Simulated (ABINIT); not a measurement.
The system is Pt.

```xyz
1
Lattice="0.0000 1.9609 1.9609 1.9609 0.0000 1.9609 1.9609 1.9609 0.0000" Properties=species:S:1:pos:R:3 pbc="T T T"
Pt    0.0000    0.0000    0.0000
```

Base run:

```yaml
Program: ABINIT 10.8.3 (patched build)
Functional: PBEsol
Potentials_or_basis: JTH PAW PBE v2.0
Cutoff: 435 eV
k_mesh: 12 × 12 × 12
Occupations: fermi-dirac, width 0.05 eV
Spin: no spin polarisation
```

Its results: band gap on the k mesh none (metal or under the smearing width); pressure 1.0 GPa.

Q: After a change of settings the same cell gave: band gap on the k mesh none (metal or under the smearing width); pressure 2.4 GPa. Which change was it?
A. functional from PBEsol to r2SCAN; cutoff from 435 eV to 517 eV; fine-grid cutoff from 870.764 eV to 1034.03 eV
B. k mesh from 12 × 12 × 12 to 7 × 7 × 7
C. functional from PBEsol to PBE; potentials or basis from JTH PAW PBE v2.0 to PseudoDojo NC SR PBE v0.5 standard; cutoff from 435 eV to 1143 eV; valence electrons from 10 to 18
D. functional from PBEsol to PBE

A: B.

Caveats: some runs use coarse meshes; the PAW data sets were made with another functional, which shifts forces and pressure a little; spin-orbit coupling is left out, which moves the levels of the heavy elements (some runs).
